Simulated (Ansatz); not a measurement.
# In: the cost of one run

Computed with Ansatz 0.2.0 (DFT PBE, scalar-relativistic, unless a step's input says otherwise).

## 1. The starting structure

It takes space group I4/mmm (No. 139, tetragonal). Conventional cell: a = 3.252 Å, b = 3.252 Å, c = 4.948 Å, α = 90.00°, β = 90.00°, γ = 90.00°. Around In (site symmetry 4/mmm) lie 12 In at 3.25 to 3.38 Å.

Coordinates:

```
In
1.0
    -1.62615    1.62615    2.47395
     1.62615   -1.62615    2.47395
     1.62615    1.62615   -2.47395
In
1
Direct
  0.00000 0.00000 0.00000
```

## 2. The deformed structure

Space group I4/mmm before, I4/mmm after.

## 3. LAPW, all electrons

input.yaml reads:

```yaml
crystal:
  lattice:
    - [-1.6426595604, 1.6426595604, 2.424471]
    - [1.6426595604, -1.6426595604, 2.424471]
    - [1.6426595604, 1.6426595604, -2.424471]
  atoms:
    - { symbol: In, position: [0.0, 0.0, 0.0] }
kpoints:
  mp_grid: { grid: [14, 14, 14] }
scf:
  occupations: { method: fermi_dirac, width: 0.05 }
hamiltonian:
  xc: pbe
  pseudopotentials: { kind: all_electron, lapw: { basis_error: 0.0005 } }
output:
  forces: true
  stress: true
  eigenvalues: true
```

Launch:

```sh
ansatz run input.yaml --threads 1 --pin off --max-ram 2048MiB --backend cpu --events-out ev --progress --plain --runs-dir out
```

**Question.** How long does this run take on 1 thread of Intel Xeon 6975P-C (Granite Rapids), shared host, and how much memory does it need?

About 9.8 s, with a peak of 0.43 GiB.
